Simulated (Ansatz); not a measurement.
# Si2Mo: stiffness from a series of strains

```
CELL_PARAMETERS angstrom
-1.60000 1.60000 3.93050
1.60000 -1.60000 3.93050
1.60000 1.60000 -3.93050
ATOMIC_POSITIONS crystal
Si 0.33300 0.33300 0.00000
Si 0.66700 0.66700 0.00000
Mo 0.00000 0.00000 0.00000
```

Atom numbers follow the list: Si1, Si2, Mo3.

The cell comes from COD entry 1010282, which wasn't checked; take it as a given geometry. It is an old determination, and later ones may differ.

Method: DFT, PBEsol, all-electron LAPW, scalar-relativistic (Ansatz 0.2.0).

Settings: a Γ-centred 16×16×16 k mesh, Fermi–Dirac smearing of 0.08 eV, basis error target 1 meV/atom, no spin polarisation.

The strain is applied along the Cartesian axes of the cell as listed (γ is the engineering shear, twice εxy = εyz = εzx). Fractional coordinates are held (clamped ions).

σ is the change of stress from the unstrained cell, which is at -2.68 GPa; tension is positive, so slopes are stress–strain coefficients at that pressure. In a metal the k mesh adds noise.

Only quantities that a quadratic follows smoothly over the whole series are listed; rougher ones are left out.

```tsv
γ	σxy (GPa)	σyz (GPa)
-0.0200	-4.01	-4.18
0.0000	0.00	0.00
0.0100	1.88	1.97
0.0200	3.68	3.85
```

Fit the series and read off the stiffness at zero strain.

Least-squares fits y = p0 + p1 x + p2 x² to the rows give σxy (GPa): p1 = 192, p2 = -410; σyz (GPa): p1 = 201, p2 = -420.

One run, at γ = -0.0100, is withheld. Predict its row.

The fits give -1.96, -2.05; the run gave -1.96, -2.05.
